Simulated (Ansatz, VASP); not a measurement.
## HfN in VASP and in Ansatz

Contents of INCAR:

```
SYSTEM = HfN
  ALGO = Normal
  EDIFF = 1E-6
  ENCUT = 520
  GGA = PS
  ISIF = 2
  ISMEAR = -1
  LASPH = .TRUE.
  LCHARG = .FALSE.
  LREAL = .FALSE.
  LWAVE = .FALSE.
  NBANDS = 14
  NELM = 100
  PREC = Accurate
  SIGMA = 0.05
```

File KPOINTS:

```
k-points
0
G
  10 10 10
  0 0 0
```

Contents of POSCAR:

```
HfN
1.0
    0.0000000000      2.3002465274      2.3002465274
    2.3002465274      0.0000000000      2.3002465274
    2.3002465274      2.3002465274      0.0000000000
Hf N
1 1
Direct
    0.0000000000      0.0000000000      0.0000000000
    0.5000000000      0.5000000000      0.5000000000
```

Contents of input.yaml:

```yaml
crystal:
  lattice:
    - [0.0, 2.3002465274, 2.3002465274]
    - [2.3002465274, 0.0, 2.3002465274]
    - [2.3002465274, 2.3002465274, 0.0]
  atoms:
    - { symbol: Hf, position: [0.0, 0.0, 0.0] }
    - { symbol: "N", position: [0.5, 0.5, 0.5] }
kpoints:
  mp_grid: { grid: [10, 10, 10] }
scf:
  occupations: { method: fermi_dirac, width: 0.05 }
hamiltonian:
  xc: pbesol
  pseudopotentials: { kind: all_electron, lapw: { basis_error: 0.0005 } }
output:
  forces: true
  stress: true
  eigenvalues: true
```

Change from the starting cell: volume scaled by 1.06.

Alike in both runs: task single point; functional PBEsol; k mesh 10 × 10 × 10; occupations fermi-dirac, width 0.05 eV; no spin polarisation.

|  | VASP | Ansatz |
| --- | --- | --- |
| version | VASP 6.6.1 | Ansatz 0.2.0 |
| potentials or method | VASP PAW PBE potentials, release 64 (Hf_pv, N) | all-electron LAPW, scalar-relativistic |
| plane-wave cutoff (eV) | 520 | see its input |

```csv
,VASP,Ansatz,Ansatz less VASP
gap on the k mesh at the Fermi level (eV),none,none,-
pressure (GPa),-18.1,-16.0,+2.06
```

A gap of «none» marks a metal or a gap that the smearing closes. Ansatz ran all-electron here, so the differences hold the error of VASP's frozen core and of both bases.

Caveats: so large a pressure means that the cell lies far from this level's equilibrium, or that cutoff or potentials fall short (VASP); the potentials were made for another functional, which shifts forces and pressure (VASP). The runs have no spin-orbit coupling, so splittings on Hf are missing.
